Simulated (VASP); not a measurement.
A run of VASP 6.6.1 is set up as follows.

The input INCAR:

```
PREC = Accurate
ENCUT = 520
EDIFF = 1E-6
ISMEAR = 0
SIGMA = 0.02
LREAL = False
LASPH = True
NELM = 80
ALGO = Fast
ISIF = 2
LWAVE = False
LCHARG = True
GGA = PS
LVHAR = True
```

Contents of KPOINTS:

```
Automatic mesh
0
Gamma
  10 10 10
```

File POSCAR:

```
CaF2                                    
1.0
    0.0000000000      2.7129826653      2.7129826653
    2.7129826653      0.0000000000      2.7129826653
    2.7129826653      2.7129826653     -0.0000000000
  Ca              F             
     1     2
Direct
     0.0000000000000000    1.0000000000000000    0.0000000000000000
     0.2500000000000000    0.2500000000000000    0.2500000000000000
     0.7500000000000000    0.7500000000000000    0.7500000000000000
```

Potentials or basis: VASP PAW PBE potentials, release 64 (Ca_sv, F).

Command:

```bash
$ cat potpaw_PBE.64/Ca_sv/POTCAR potpaw_PBE.64/F/POTCAR > POTCAR
$ mpirun -np 1 vasp_std > vasp.out
```

(1) What does it give for the pressure?

(2) Predict the band gap on the k mesh.

## Answers

(1) 0.0 GPa.

(2) 7.21 eV, indirect (least direct gap 7.47 eV).

Caveat: the PAW data sets were made with another functional, which shifts forces and pressure a little.
